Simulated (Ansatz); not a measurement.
What a change of settings does: SnTe (zincblende type)

First run: DFT, PBE, PAW with Ansatz's default frozen-core files, scalar-relativistic (Ansatz 0.2.0).

Command: `ansatz run input.yaml --threads 1 --pin off --max-ram 2048MiB --backend cpu --events-out ev --progress --plain --runs-dir out` It took 12 s on 1 thread of Intel(R) Xeon(R) Platinum 8488C (Sapphire Rapids) (shared host), peak memory 0.49 GiB.

```yaml
crystal:
  lattice:
    - [0.0, 3.6062798297, 3.6062798297]
    - [3.6062798297, 0.0, 3.6062798297]
    - [3.6062798297, 3.6062798297, 0.0]
  atoms:
    - { symbol: Sn, position: [0.0, 0.0, 0.0] }
    - { symbol: Te, position: [0.25, 0.25, 0.25] }
kpoints:
  mp_grid: { grid: [12, 12, 12] }
  band_path:
    path:
      - [0.0, 0.0, 0.0]
      - [-0.5, -0.5, 0.0]
      - [-0.375, -0.375, 0.25]
      - [-0.375, 0.0, 0.375]
      - [0.0, 0.0, 0.0]
      - [0.0, 0.0, 0.5]
      - [-0.5, -0.25, 0.25]
      - [-0.5, -0.5, 0.0]
    npoints: 8
scf:
  occupations: { method: fermi_dirac, width: 0.08 }
hamiltonian:
  xc: pbe
  pseudopotentials: { kind: paw }
output:
  forces: true
  stress: true
  eigenvalues: true
  populations: true
  dos: { projected: true, de: 0.2, e_range: [-14, 8] }
  write_density: true
  write_potential: true
  elf: true
  volumetric_format: npy
```

The cell comes from a relaxation on PAW files under the same functional, begun from a prototype that needn't be the stable phase.

This run: the series' base cell.

It converges in 6 SCF iterations at a pressure of 0.01 GPa, cutoff 420 eV.

The input is then changed:

```diff
   occupations: { method: fermi_dirac, width: 0.08 }
+  eigensolver: { kind: davidson }
+  initial_density: { chi_scale: 0.0 }
 hamiltonian:
   pseudopotentials: { kind: paw }
+  dispersion: d3bj
 output:
   populations: true
-  dos: { projected: true, de: 0.2, e_range: [-14, 8] }
-  write_density: true
-  write_potential: true
-  elf: true
-  volumetric_format: npy
```

Task: What does the second run give?

Result: It converges in 7 SCF iterations at a pressure of -0.95 GPa, cutoff 420 eV. More than one line changes, and not each need have an effect.
